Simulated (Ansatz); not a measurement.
MnO2:

```
CELL_PARAMETERS angstrom
2.85658 0.00000 0.00000
-1.42829 2.47387 0.00000
0.00000 0.00000 4.60137
ATOMIC_POSITIONS crystal
Mn 0.00000 0.00000 0.50000
O 0.33333 0.66667 0.70629
O 0.66667 0.33333 0.29371
```

Measurements of this composition are mostly on another form, of space group No. 136.

Alike in all runs: program Ansatz 0.2.0; functional PBE; potentials or basis Ansatz PAW; cutoff 420 eV (not typed: the program's choice for these potentials); k mesh 11 × 11 × 6; occupations fermi-dirac, width 0.05 eV.

The same cell was started in several ways:

```csv
start,free energy over the lowest (meV/atom),net moment (μB),site or absolute moments (μB),gap
"collinear spin, ferromagnetic start of up to 4 μB",0.0,3.00,Mn +2.49; O +0.05,0.85 eV
"collinear spin, random start of up to 2.09 μB",0.0,-3.00,Mn -2.49; O -0.05,0.85 eV
no spin polarisation,391.9,-,-,none (metal or under the smearing width)
```

Allowing spin polarisation gains 392 meV/atom. A still lower state may exist.

Caveats: odd divisions of the mesh miss points on the zone boundary, where band edges often lie, so the gap on the mesh can be too wide (some runs); a cell with one magnetic atom can't hold antiferromagnetic order, which such compounds often take (some runs); an odd number of electrons without spin polarisation forces a metal (some runs); a magnetic or distorted state may lie lower (some runs); semilocal functionals often make such compounds metallic where correlation or magnetic order opens a gap, which also shifts bond lengths (some runs).
